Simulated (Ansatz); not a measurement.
Reaction (formal hydrolysis of a C–Ge bond): `c1cc[c]([GeH2][c]2ccccc2)cc1` + H₂O → `Oc1ccccc1` + `[GeH3][c]1ccccc1`

Isolated molecules relaxed with PBE0-D4/def2-TZVP in Ansatz; ΔE leaves out vibrations. CCSD(T)/CBS is the MP2 limit (def2-TZVPP, def2-QZVPP) plus CCSD(T) − MP2 in def2-TZVPP, frozen cores. This one scheme is used for every species. For Ge outer-core shells are correlated without core-valence functions, which leaves a few kJ/mol of doubt a bond. Scalar relativity is left out up to krypton. Each species was taken in one conformer, which may not be the lowest.

```tsv
species	CCSD(T)/CBS(def2) energy (Eh)
`c1cc[c]([GeH2][c]2ccccc2)cc1`	-2539.97180
H₂O	-76.37941
`Oc1ccccc1`	-307.09669
`[GeH3][c]1ccccc1`	-2309.23233
```

(1) Work out ΔE.

Largest T1 diagnostic among the species: 0.011.

## Answers

(1) ΔE = (-307.09669) + (-2309.23233) − (-2539.97180) − (-76.37941) = 0.02219 Eh = +0.60 eV.

Leaving LDA and LC-ωPBE aside and taking each functional with its dispersion term where it has one, the values, not all of them listed here, spread over 0.19 eV, from B97M-V to PBE-QIDH. LDA lies −0.08 eV from PBE without D4. From BLYP to BHLYP (50 % exact exchange), in def2-TZVPP and without D4, ΔE moves by +0.06 eV. In def2-TZVPP, CCSD(T) changes the Hartree–Fock value by +0.28 eV (the triples alone add +0.04 eV) and MP2 by +0.42 eV.
